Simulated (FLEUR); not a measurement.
## Si2W in FLEUR: convergence with Kmax

The system is Si2W.

```
W Si
1.0
    -1.60690    1.60690    3.91495
     1.60690   -1.60690    3.91495
     1.60690    1.60690   -3.91495
W Si
1 2
Direct
  0.00000 0.00000 0.00000
  0.66530 0.66530 0.00000
  0.33470 0.33470 0.00000
```

```yaml
Program: FLEUR MaX-R8.1 (later development tree)
Task: convergence study
Functional: PBEsol
Potentials_or_basis: all-electron
Basis: FLAPW
Kmax: 2.6 1/bohr
k_mesh: 10 × 10 × 10
Occupations: fermi-dirac, width 0.05 eV
Spin: no spin polarisation
```

These are the settings of the first run; the series varies Kmax, with any setting tied to it.

Hardware: 1 thread of Arm Neoverse V2, with other jobs on the host.

```
Kmax  energy less the tightest run, at zero smearing (meV/atom)  largest force (eV/Å)  SCF cycles  CPU time (s)  peak memory (GiB)
 2.6                                                    1306.89                 0.018          18           110               0.09
   3                                                     401.29                 0.006          16           120               0.09
 3.4                                                     123.86                 0.009          16           140               0.09
 3.8                                                      34.59                 0.004          16           170               0.09
 4.2                                                       9.49                 0.004          16           210                0.1
 4.6                                                       2.49                 0.004          16           290                0.1
   5                                                       0.62                 0.004          16           380                0.1
 5.5                                                       0.00                 0.004          16           600               0.11
```

Against the tightest run, the energy stays within 1 meV/atom from 5 on; the largest force stays within 0.005 eV/Å from 3 on. The tightest run that finished is the yardstick and may itself not be fully converged.

Spin-orbit coupling is left out, which matters for the levels of W.
